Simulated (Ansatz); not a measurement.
Crystal: MnSb.

```
Sb Mn
1.0
     4.15000    0.00000    0.00000
    -2.07500    3.59401    0.00000
     0.00000    0.00000    5.78000
Sb Mn
2 2
Cartesian
  2.0750 1.1980 4.3350
  0.0000 2.3960 1.4450
  0.0000 0.0000 2.8900
  0.0000 0.0000 0.0000
```

Base run:

```yaml
Program: Ansatz 0.2.0
Functional: PBE
Potentials_or_basis: Ansatz PAW
Cutoff: "420 eV (not typed: the program's choice for these potentials)"
k_mesh: 7 × 7 × 5
Occupations: fermi-dirac, width 0.05 eV
Spin: no spin polarisation
```

Its results: band gap on the k mesh none (metal or under the smearing width); pressure -16.1 GPa.

Problem. The run is repeated on the same cell with these changes: spin from no spin polarisation to collinear spin, ferromagnetic start. What comes out?

Solution. Band gap on the k mesh none (metal or under the smearing width); pressure -3.2 GPa; net moment 6.71 μB per cell; site moments Sb -0.12; Mn +3.44 μB.
